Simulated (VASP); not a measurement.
# PbO (P6_3/mmc) in VASP: further runs

The runs below take PbO through single point, with PBE, r2SCAN.

All numbers are computed with VASP 6.6.1; they aren't measurements. Logs are shortened: lines on timing, memory, paths and dates and some standing lists are left out, and cuts for length are marked.

## (1) Starting point

Symmetry: P6_3/mmc, No. 194, hexagonal system. Conventional cell: a = 3.566 Å, b = 3.566 Å, c = 6.470 Å, α = 90.00°, β = 90.00°, γ = 120.00°. Around Pb (site symmetry -3m) lie 6 O at 2.62 Å. O (site symmetry -6m2) has 6 Pb at 2.62 Å as nearest neighbours.

The cell was built by a generator and needn't be a form met in nature.

## (2) Single point, PBE

Contents of INCAR:

```
ALGO = Fast ; EDIFF = 1E-6
ENCUT = 520 ; GGA = PE
ISIF = 2 ; ISMEAR = -1
LASPH = T ; LCHARG = F
LREAL = F ; LWAVE = F
NBANDS = 28 ; NELM = 100
PREC = Accurate ; SIGMA = 0.02
```

Contents of KPOINTS:

```
k-points
0
Gamma
  6 6 4
```

Contents of POSCAR:

```
PbO
1.0
    3.5664584755      0.0000000000      0.0000000000
   -1.7832292377      3.0886436413      0.0000000000
    0.0000000000      0.0000000000      6.4701096425
Pb O
2 2
Direct
    0.0000000000      0.0000000000      0.0000000000
    0.0000000000      0.0000000000      0.5000000000
    0.3333333333      0.6666666667      0.2500000000
    0.6666666667      0.3333333333      0.7500000000
```

Potentials or basis: VASP PAW PBE potentials, release 64 (Pb_d, O).

Run with:

```sh
$ cat potpaw_PBE.64/Pb_d/POTCAR potpaw_PBE.64/O/POTCAR > POTCAR
$ mpirun -np 1 vasp_std > vasp.out
```

OUTCAR:

```text
EDIFF = 1E-6
   ENCUT = 520
   GGA = PE
   ISIF = 2
   ISMEAR = -1
   LASPH = T
   LREAL = F
   NELM = 100
   PREC = Accurate

 ion  position               nearest neighbor table
   1  0.000  0.000  0.000-   3 2.62   4 2.62   3 2.62   4 2.62   4 2.62   3 2.62   2 3.24   2 3.24

   2  0.000  0.000  0.500-   3 2.62   4 2.62   3 2.62   4 2.62   4 2.62   3 2.62   1 3.24   1 3.24

   3  0.333  0.667  0.250-   1 2.62   2 2.62   1 2.62   2 2.62   1 2.62   2 2.62
   4  0.667  0.333  0.750-   1 2.62   2 2.62   1 2.62   2 2.62   1 2.62   2 2.62

  LATTYP: Found a hexagonal cell.
 ALAT       =     3.5664584755
 C/A-ratio  =     1.8141553272

  Lattice vectors:

 A1 = (   3.5664584755,   0.0000000000,   0.0000000000)
 A2 = (  -1.7832292377,   3.0886436413,   0.0000000000)
 A3 = (   0.0000000000,   0.0000000000,   6.4701096425)

Analysis of symmetry for initial positions (statically):
=====================================================================
 Subroutine PRICEL returns:
 Original cell was already a primitive cell.

 Routine SETGRP: Setting up the symmetry group for a
 hexagonal supercell.

 Subroutine GETGRP returns: Found 24 space group operations
 (whereof 12 operations were pure point group operations)
 out of a pool of 24 trial point group operations.

The static configuration has the point symmetry D_3d.
 The point group associated with its full space group is D_6h.

Analysis of symmetry for dynamics (positions and initial velocities):
=====================================================================
 Subroutine PRICEL returns:
 Original cell was already a primitive cell.

 Routine SETGRP: Setting up the symmetry group for a
 hexagonal supercell.

 Subroutine GETGRP returns: Found 24 space group operations
 (whereof 12 operations were pure point group operations)
 out of a pool of 24 trial point group operations.

The dynamic configuration has the point symmetry D_3d.
 The point group associated with its full space group is D_6h.

 Subroutine INISYM returns: Found 24 space group operations
 (whereof 12 operations are pure point group operations),
 and found     1 'primitive' translations

----------------------------------------------------------------------------------------

                                     Primitive cell

  volume of cell :      71.2716

  direct lattice vectors                    reciprocal lattice vectors
     3.566458476  0.000000000  0.000000000     0.280390199  0.161883357  0.000000000
    -1.783229238  3.088643641  0.000000000     0.000000000  0.323766713  0.000000000
     0.000000000  0.000000000  6.470109642     0.000000000  0.000000000  0.154556886

  length of vectors
     3.566458476  3.566458475  6.470109642     0.323766713  0.323766713  0.154556886

  position of ions in fractional coordinates (direct lattice)
     0.000000000  0.000000000  0.000000000
     0.000000000  0.000000000  0.500000000
     0.333333333  0.666666667  0.250000000
     0.666666667  0.333333333  0.750000000

  ion indices of the primitive-cell ions
   primitive index   ion index
                 1           1
                 2           2
                 3           3
                 4           4

----------------------------------------------------------------------------------------

 KPOINTS: k-points

Automatic generation of k-mesh.
 Grid dimensions read from file:
 generate k-points for:    6    6    4

 Generating k-lattice:

  Cartesian coordinates                     Fractional coordinates (reciprocal lattice)
     0.046731700  0.026980559  0.000000000     0.166666667  0.000000000  0.000000000
     0.000000000  0.053961119  0.000000000     0.000000000  0.166666667  0.000000000
     0.000000000  0.000000000  0.038639222     0.000000000  0.000000000  0.250000000

  Length of vectors
     0.053961119  0.053961119  0.038639222

  Shift w.r.t. Gamma in fractional coordinates (k-lattice)
     0.000000000  0.000000000  0.000000000

 Subroutine IBZKPT returns following result:
 ===========================================

 Found     21 irreducible k-points:

 Following reciprocal coordinates:
            Coordinates               Weight
  0.000000  0.000000  0.000000      1.000000
  0.166667  0.000000  0.000000      6.000000
  0.333333  0.000000  0.000000      6.000000
  0.500000  0.000000  0.000000      3.000000
  0.166667  0.166667  0.000000      6.000000
  0.333333  0.166667  0.000000     12.000000
[... 13 lines left out ...]
  0.333333  0.166667  0.500000     12.000000
  0.333333  0.333333  0.500000      2.000000
   k-points           NKPTS =     21   k-points in BZ     NKDIM =     21   number of bands    NBANDS=     28
   number of dos      NEDOS =    301   number of ions     NIONS =      4
   total plane-waves  NPLWV =  37632
   dimension x,y,z NGX =    28 NGY =   28 NGZ =   48
   dimension x,y,z NGXF=    56 NGYF=   56 NGZF=   96
   ions per type =               2   2
   NGX,Y,Z   is equivalent  to a cutoff of  13.05, 13.05, 12.33 a.u.
   NGXF,Y,Z  is equivalent  to a cutoff of  26.10, 26.10, 24.67 a.u.
 SYSTEM =  unknown system
   PREC   = accura    normal or accurate (medium, high low for compatibility)
   ISTART =      0    job   : 0-new  1-cont  2-samecut
   ICHARG =      2    charge: 1-file 2-atom 10-const
   ISPIN  =      1    spin polarized calculation?
   LNONCOLLINEAR =      F non collinear calculations
   LSORBIT =      F    spin-orbit coupling
   LASPH  =      T    aspherical Exc in radial PAW
   ENCUT  =  520.0 eV  38.22 Ry    6.18 a.u.   6.63  6.63 12.03*2*pi/ulx,y,z
   NELM   =    100;   NELMIN=  2; NELMDL= -5     # of ELM steps
   EDIFF  = 0.1E-05   stopping-criterion for ELM
   LREAL  =      F    real-space projection
   EDIFFG = 0.1E-04   stopping-criterion for IOM
   NSW    =      0    number of steps for IOM
   IBRION =     -1    ionic relax: 0-MD 1-quasi-New 2-CG
   NFREE  =      0    steps in history (QN), initial steepest desc. (CG)
   ISIF   =      2    stress and relaxation
   ISYM   =      2    0-nonsym 1-usesym 2-fastsym
   POTIM  = 0.5000    time-step for ionic-motion
   TEBEG  =    0.0;   TEEND  =   0.0 temperature during run
   PSTRESS=    0.0 pullay stress
   NELECT =      40.0000    total number of electrons
   NUPDOWN=      -1.0000    fix difference up-down
   EMIN   =  10.00;   EMAX   =-10.00  energy-range for DOS
   EFERMI =   0.00;   METHOD = LEGACY
   ISMEAR =    -1;   SIGMA  =   0.02  broadening in eV -4-tet -1-fermi 0-gaus
   EFERMI_NEDOS =   21; number of points for ismear=-14 and -15
   IALGO  =     68    algorithm
   IMIX   =      4    mixing-type and parameters
     AMIX     =   0.40;   BMIX     =  1.00
     AMIX_MAG =   1.60;   BMIX_MAG =  1.00
  volume/ion in A,a.u.               =      17.82       120.24
  Fermi-wavevector in a.u.,A,eV,Ry     =   1.350380  2.551848 24.810575  1.823526
  Thomas-Fermi vector in A             =   2.477889
   LORBIT       =      0    0 simple, 1 ext, 2 COOP (PROOUT), +10 PAW based schemes
   GGA     = PE    functional components
   LHFCALC =     F    Hartree Fock is set to
   AEXX    =    0.0000 exact exchange contribution
   IVDW    =     0    specifies the selected vdW correction
   LEPSILON=     F    determine dielectric tensor
   LRPA    =     F    only Hartree local field effects (RPA)
 non-spin polarized calculation
 RMM-DIIS sequential band-by-band and
  energy-cutoff  :      520.00
  volume of cell :       71.27
 maximum number of plane-waves:      1950
 NGX is ok and might be reduce to    28
   NGX = 13   NGY = 13   NGZ = 25

 number of electron      39.9999997 magnetization

 Free energy of the ion-electron system (eV)
  ---------------------------------------------------
  ext. energy  EPLUGINS =         0.00000000
  ---------------------------------------------------
  free energy    TOTEN  =       -20.40224965 eV

  energy without entropy =      -20.40163228  energy(sigma->0) =      -20.40194097

 E-fermi :   6.5613     XC(G=0): -10.6190

 val. band max:        6.5456713430   @ k =   0.5000   0.0000   0.0000
 cond. band min:       6.7020707629   @ k =   0.3333   0.3333   0.0000
 fundamental gap:      0.1563994198
 Fermi energy:         6.5612865266

 k-point     1 :       0.0000    0.0000    0.0000
  band No.  band energies     occupation
      1     -11.1681      2.00000
      2     -10.5686      2.00000
      3     -10.2770      2.00000
      4     -10.0471      2.00000
      5     -10.0471      2.00000
      6     -10.0100      2.00000
[... 20 lines left out ...]
     27      16.1890      0.00000
     28      17.2185      0.00000

 k-point     2 :       0.1667    0.0000    0.0000
  band No.  band energies     occupation
      1     -11.0466      2.00000
      2     -10.8621      2.00000
      3     -10.2515      2.00000
      4     -10.0359      2.00000
      5     -10.0260      2.00000
      6      -9.9923      2.00000
[... 20 lines left out ...]
     27      15.3356      0.00000
     28      17.0293      0.00000

 k-point     3 :       0.3333    0.0000    0.0000
  band No.  band energies     occupation
      1     -11.2411      2.00000
      2     -10.6658      2.00000
      3     -10.2247      2.00000
      4     -10.0686      2.00000
      5     -10.0550      2.00000
      6      -9.9895      2.00000
[... 20 lines left out ...]
     27      14.8561      0.00000
     28      17.8260      0.00000

 k-point     4 :       0.5000    0.0000    0.0000
  band No.  band energies     occupation
      1     -11.3565      2.00000
      2     -10.4642      2.00000
      3     -10.2340      2.00000
      4     -10.0920      2.00000
      5     -10.0727      2.00000
      6     -10.0009      2.00000
[... 485 lines left out ...]
     27      16.6885      0.00000
     28      16.6885      0.00000

 k-point    20 :       0.3333    0.1667    0.5000
  band No.  band energies     occupation
      1     -11.0411      2.00000
      2     -11.0411      2.00000
      3     -10.0388      2.00000
      4     -10.0388      2.00000
      5      -9.9501      2.00000
      6      -9.9501      2.00000
[... 20 lines left out ...]
     27      16.4217      0.00000
     28      16.4217      0.00000

 k-point    21 :       0.3333    0.3333    0.5000
  band No.  band energies     occupation
      1     -11.0448      2.00000
      2     -11.0448      2.00000
      3      -9.9717      2.00000
      4      -9.9717      2.00000
      5      -9.9435      2.00000
      6      -9.9435      2.00000
[... 20 lines left out ...]
     27      17.6942      0.00000
     28      17.6942      0.00000

------------------------ aborting loop because EDIFF is reached ----------------------------------------

  FORCE on cell =-STRESS in cart. coord.  units (eV):
  Direction    XX          YY          ZZ          XY          YZ          ZX
  --------------------------------------------------------------------------------------
  -------------------------------------------------------------------------------------
  Total        1.1200720      1.1200720      1.2149700      0.0000000      0.0000000     -0.0000000
  in kB       25.1790832     25.1790832     27.3123782      0.0000000      0.0000000     -0.0000000
  external PRESSURE =      25.8901815 kB  Pullay stress =       0.0000000 kB

 VOLUME and BASIS-vectors are now :
 -----------------------------------------------------------------------------
  energy-cutoff  :      520.00
  volume of cell :       71.27
      direct lattice vectors                 reciprocal lattice vectors
     3.566458476  0.000000000  0.000000000     0.280390199  0.161883357  0.000000000
    -1.783229238  3.088643641  0.000000000     0.000000000  0.323766713  0.000000000
     0.000000000  0.000000000  6.470109642     0.000000000  0.000000000  0.154556886

 POSITION                                       TOTAL-FORCE (eV/Angst)
 -----------------------------------------------------------------------------------
      0.00000      0.00000      0.00000        -0.000000      0.000000     -0.000000
      0.00000      0.00000      3.23505        -0.000000      0.000000     -0.000000
     -0.00000      2.05910      1.61753        -0.000000     -0.000000      0.000000
      1.78323      1.02955      4.85258         0.000000     -0.000000     -0.000000
 -----------------------------------------------------------------------------------
    total drift:                                0.000000     -0.000000      0.000000

  FREE ENERGIE OF THE ION-ELECTRON SYSTEM (eV)
  ---------------------------------------------------
  free  energy   TOTEN  =       -20.4022496548 eV

  energy  without entropy=      -20.4016322838  energy(sigma->0) =      -20.40194097
```

It took 24 s on 1 thread of Intel Xeon 6975P-C (Granite Rapids), shared host; peak memory 0.2 GiB.

What came out:

| Item | Value |
| --- | --- |
| Free energy | -20.4022 eV |
| Pressure | 2.6 GPa |
| Band gap on the k mesh | none (metal or under the smearing width) |

Levels at points of the mesh, in eV from the Fermi level:
```csv
k point,band 17,band 18,band 19,band 20,band 21,band 22,band 23,band 24
"(0.00, 0.00, 0.00)",-2.23,-1.84,-1.84,-0.12,0.50,6.32,6.32,7.87
"(0.50, 0.00, 0.00)",-3.11,-1.94,-1.58,-0.48,-0.02,3.04,3.86,4.92
"(0.00, 0.00, 0.50)",-2.03,-2.03,-1.84,-1.84,3.60,3.60,6.93,6.93
"(0.50, 0.00, 0.50)",-2.57,-2.57,-2.18,-2.18,2.42,2.42,4.81,4.81
```

The run has no spin-orbit coupling, so splittings on Pb are missing.

## (3) Single point, r2SCAN

POSCAR is that of step 2.

Contents of INCAR.step1:

```
PREC = Accurate
ENCUT = 520
ISMEAR = -1
SIGMA = 0.02
LREAL = False
LASPH = True
NELM = 100
NBANDS = 28
GGA = PE
ALGO = Normal
EDIFF = 1E-4
LWAVE = True
LCHARG = False
```

Contents of INCAR.step2:

```
PREC = Accurate
ENCUT = 520
EDIFF = 1E-7
ISMEAR = -1
SIGMA = 0.02
LREAL = False
LASPH = True
NELM = 100
ALGO = Normal
ISIF = 2
LWAVE = False
LCHARG = False
METAGGA = R2SCAN
LMIXTAU = True
NBANDS = 28
ISTART = 1
```

Contents of KPOINTS:

```
Automatic mesh
0
Gamma
  6 6 4
```

Potentials or basis: VASP PAW PBE potentials, release 64 (Pb_d, O).

Run with:

```sh
$ cat potpaw_PBE.64/Pb_d/POTCAR potpaw_PBE.64/O/POTCAR > POTCAR
$ cp INCAR.step1 INCAR
$ mpirun -np 1 vasp_std > vasp.out
$ cp INCAR.step2 INCAR
$ mpirun -np 1 vasp_std > vasp.out
```

OUTCAR:

```text
PREC = Accurate
   ENCUT = 520
   EDIFF = 1E-7
   ISMEAR = -1
   LREAL = False
   LASPH = True
   NELM = 100
   ISIF = 2
   METAGGA = R2SCAN
   ISTART = 1

 ion  position               nearest neighbor table
   1  0.000  0.000  0.000-   3 2.62   4 2.62   3 2.62   4 2.62   4 2.62   3 2.62   2 3.24   2 3.24

   2  0.000  0.000  0.500-   3 2.62   4 2.62   3 2.62   4 2.62   4 2.62   3 2.62   1 3.24   1 3.24

   3  0.333  0.667  0.250-   1 2.62   2 2.62   1 2.62   2 2.62   1 2.62   2 2.62
[... 850 lines left out ...]
  Direction    XX          YY          ZZ          XY          YZ          ZX
  --------------------------------------------------------------------------------------
  -------------------------------------------------------------------------------------
  Total        0.1002912      0.1002912      0.0045797      0.0000000      0.0000000      0.0000000
  in kB        2.2545334      2.2545334      0.1029520      0.0000000      0.0000000      0.0000000
  external PRESSURE =       1.5373396 kB  Pullay stress =       0.0000000 kB

 VOLUME and BASIS-vectors are now :
 -----------------------------------------------------------------------------
  energy-cutoff  :      520.00
  volume of cell :       71.27
      direct lattice vectors                 reciprocal lattice vectors
     3.566458476  0.000000000  0.000000000     0.280390199  0.161883357  0.000000000
    -1.783229238  3.088643641  0.000000000     0.000000000  0.323766713  0.000000000
     0.000000000  0.000000000  6.470109642     0.000000000  0.000000000  0.154556886

 POSITION                                       TOTAL-FORCE (eV/Angst)
 -----------------------------------------------------------------------------------
      0.00000      0.00000      0.00000         0.000000      0.000000      0.000000
      0.00000      0.00000      3.23505         0.000000      0.000000      0.000000
     -0.00000      2.05910      1.61753        -0.000000      0.000000     -0.000000
      1.78323      1.02955      4.85258         0.000000     -0.000000      0.000000
 -----------------------------------------------------------------------------------
    total drift:                                0.000000     -0.000000      0.000000

  FREE ENERGIE OF THE ION-ELECTRON SYSTEM (eV)
  ---------------------------------------------------
  free  energy   TOTEN  =      -128.2050525214 eV

  energy  without entropy=     -128.2045092180  energy(sigma->0) =     -128.20478087
```

Wall time 1.7 min (1 thread of Intel Xeon 6975P-C (Granite Rapids), shared host); peak memory 0.21 GiB.

Results:

```yaml
Free_energy: -128.2051 eV
Pressure: 0.2 GPa
Band_gap_on_the_k_mesh: 0.07 eV, indirect (least direct gap 0.37 eV)
```

Levels at points of the mesh, in eV from the valence-band top:
| k point | band 18 | band 19 | band 20 | band 21 | band 22 | band 23 |
| --- | --- | --- | --- | --- | --- | --- |
| (0.00, 0.00, 0.00) | -2.12 | -2.12 | 0.00 | 0.37 | 6.54 | 6.54 |
| (0.50, 0.00, 0.00) | -2.23 | -1.82 | -0.67 | 0.07 | 3.17 | 4.06 |
| (0.00, 0.00, 0.50) | -2.31 | -2.02 | -2.02 | 3.77 | 3.77 | 7.15 |
| (0.50, 0.00, 0.50) | -2.86 | -2.41 | -2.41 | 2.51 | 2.51 | 5.05 |

Caveat: the PAW data sets were made with another functional, which shifts forces and pressure a little; spin-orbit coupling is left out, which as a rule narrows the gap of such compounds by several tenths of an eV.
